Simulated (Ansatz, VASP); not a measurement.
**RbBr in VASP and in Ansatz**

Contents of INCAR:

```
SYSTEM = RbBr
PREC = Accurate
ENCUT = 520
EDIFF = 1E-6
ISMEAR = 0
SIGMA = 0.05
LREAL = .False.
LASPH = .True.
NELM = 100
ALGO = Normal
ISIF = 2
LWAVE = .False.
LCHARG = .True.
GGA = PS
LELF = .True.
LVHAR = .True.
NBANDS = 15
```

File KPOINTS:

```
regular mesh
0
Gamma
  6 6 6
  0 0 0
```

The input POSCAR:

```
RbBr
1.0
    4.1243020998      0.0000000000      0.0000000000
    0.0000000000      4.1243020998      0.0000000000
    0.0000000000      0.0000000000      4.0701688540
Rb Br
1 1
Direct
    0.0000000000      0.0000000000      0.0000000000
    0.5000000000      0.5000000000      0.5000000000
```

Input for Ansatz:

```yaml
crystal:
  lattice:
    - [4.1243020998, 0.0, 0.0]
    - [0.0, 4.1243020998, 0.0]
    - [0.0, 0.0, 4.070168854]
  atoms:
    - { symbol: Rb, position: [0.0, 0.0, 0.0] }
    - { symbol: Br, position: [0.5, 0.5, 0.5] }
basis:
  ecutwfc: 420
kpoints:
  mp_grid: { grid: [6, 6, 6] }
hamiltonian:
  xc: pbesol
scf:
  occupations: { method: gaussian, width: 0.05 }
output:
  forces: true
  stress: true
  eigenvalues: true
```

Change from the starting cell: mode 4 frozen in at +0.000 Å, equal normal strain along x and y +0.0133.

Alike in both runs: task single point; functional PBEsol; k mesh 6 × 6 × 6; occupations gaussian, width 0.05 eV; no spin polarisation.

|  | VASP | Ansatz |
| --- | --- | --- |
| version | VASP 6.6.1 | Ansatz 0.2.0 |
| potentials or method | VASP PAW PBE potentials, release 64 (Rb_sv, Br) | scalar-relativistic, plane waves, PAW |
| plane-wave cutoff (eV) | 520 | 420 |
| valence electrons in the cell | 16 | 16 |

```tsv
	VASP	Ansatz	Ansatz less VASP
gap on the k mesh at the Fermi level (eV)	3.91	3.91	+0.002
least direct gap on the mesh (eV)	4.06	4.06	+0.001
pressure (GPa)	-0.4	-0.4	-0.03
largest component of the traceless stress (GPa)	0.26	0.26	-0.001
```

Caveats: the PAW data sets were made with another functional, which shifts forces and pressure a little (VASP). A k mesh can miss the band edges.
